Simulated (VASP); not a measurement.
Write the native input for VASP 6.6.1 that does the following.

```yaml
Task: single point
Functional: PBE
Potentials_or_basis: VASP PAW PBE potentials, release 64 (Li_sv)
Cutoff: 520 eV
k_mesh: 15 × 15 × 8
Occupations: fermi-dirac, width 0.08 eV
Spin: no spin polarisation
Dipole_correction: no
Further_INCAR_settings: ALGO = Normal; EDIFF = 1e-07; NBANDS = 10
```

The structure of Li lies in POSCAR:

```
Li
1.0
    3.1346004833      0.0000000000      0.0000000000
   -1.5673002416      2.7146436492      0.0000000000
    0.0000000000      0.0000000000      5.0166050000
Li
2
Direct
    0.3333333333      0.6666666667      0.2500000000
    0.6666666667      0.3333333333      0.7500000000
```

This isn't the form of Li at room conditions, which is bcc.

The cell isn't the ideal one: z stretched by -1.5 % at fixed volume.

These files were run (other wordings do the same):

INCAR

```
  PREC = Accurate
  ENCUT = 520
  EDIFF = 1E-7
  ISMEAR = -1
  SIGMA = 0.08
  LREAL = False
  LASPH = True
  NELM = 100
  ALGO = Normal
  ISIF = 2
  LWAVE = False
  LCHARG = False
  GGA = PE
  NBANDS = 10
```

KPOINTS

```
Automatic mesh
0
Gamma
  15 15 8
```

Potentials or basis: VASP PAW PBE potentials, release 64 (Li_sv).

Command:

```sh
$ cat potpaw_PBE.64/Li_sv/POTCAR > POTCAR
$ mpirun -np 1 vasp_std > vasp.out
```

Results of the run:

```
Band gap on the k mesh : none (metal or under the smearing width)
```

Run time: 13 s on 1 thread of Intel(R) Xeon(R) 6975P-C (Granite Rapids), with other jobs on the host, peak memory 0.16 GiB.
